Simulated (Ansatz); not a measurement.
# TaN: further runs on the relaxed cell

The task here is to estimate one member of a computed series from the others.

Method: DFT PBEsol, scalar-relativistic, plane waves, PAW, in Ansatz 0.2.0.

1 further run of the same task is left out (set aside as unsound or not needed).

## The system as given

The structure is hexagonal, space group P-6m2 (No. 187). The conventional cell has a = 2.924 Å, b = 2.924 Å, c = 2.871 Å, α = 90.00°, β = 90.00°, γ = 120.00°. Ta (site symmetry -6m2) has 6 N at 2.22 Å as nearest neighbours. N (site symmetry -6m2) has 6 Ta at 2.22 Å as nearest neighbours.

Coordinates:

```
Ta N
1.0
     2.92399    0.00000    0.00000
    -1.46199    2.53225    0.00000
     0.00000    0.00000    2.87073
Ta N
1 1
Direct
  0.33333 0.66667 0.50000
  0.00000 0.00000 0.00000
```

It is the result of an earlier relaxation at this level (volume 10.63 Å³/atom; gap on the mesh: none (metal)).

Set-up of the first run:

Contents of input.yaml:

```yaml
crystal:
  lattice:
    - [2.938, 0.0, 0.0]
    - [-1.469, 2.5443826363, 0.0]
    - [0.0, 0.0, 2.883]
  atoms:
    - { symbol: Ta, position: [0.3333333333, 0.6666666667, 0.5], spin: 1.0 }
    - { symbol: "N", position: [0.0, 0.0, 0.0] }
basis:
  ecutwfc: 420
kpoints:
  mp_grid: { grid: [6, 6, 6] }
hamiltonian:
  xc: pbesol
scf:
  occupations: { method: gaussian, width: 0.1 }
  lower_state_search: "off"
output:
  forces: true
  stress: true
  eigenvalues: true
  populations: true
magnetization:
  spin_polarized: true
```

Launch:

```sh
ansatz run input.yaml --threads 1 --pin off --max-ram 2560MiB --backend cpu --events-out ev --progress --plain --runs-dir out
```

Steps of the session up to this table: Bands, states and charges; Static run: bands, density of states and charges; The cell scaled to 0.97 of its volume; Point at V/V0 = 1.03; Point at V/V0 = 0.94; The cell scaled to 1.06 of its volume.

One table of the session follows, with a row left open; its other results are not shown here.

It belongs to the step «Energy against volume». 

| volume (Å³/atom) | energy above the lowest point (meV/atom) | pressure (GPa) |
| --- | --- | --- |
| 9.990 | 48.2 | 25.59 |
| 10.309 | ? | ? |
| 10.628 | 0.0 | 0.00 |
| 10.947 | 10.3 | -10.04 |
| 11.265 | 39.0 | -18.58 |

Q: Estimate the row for volume (Å³/atom) = 10.309 from the others.

Worked estimate for «energy above the lowest point (meV/atom)». A straight line through the neighbours (9.990, 48.2) and (10.628, 0.0) gives 48.2 + (0.0 − 48.2) × (10.309 − 9.990) / (10.628 − 9.990) = 24.1; a parabola fitted to 3 rows on both sides gives 12.6.

The run gave: energy above the lowest point (meV/atom): 11.4; pressure (GPa): 11.78. In «energy above the lowest point (meV/atom)» the line misses by +12.7 and the parabola by +1.2.

Caveats from the session: Warnings in the runs' records: seeded moment not kept.
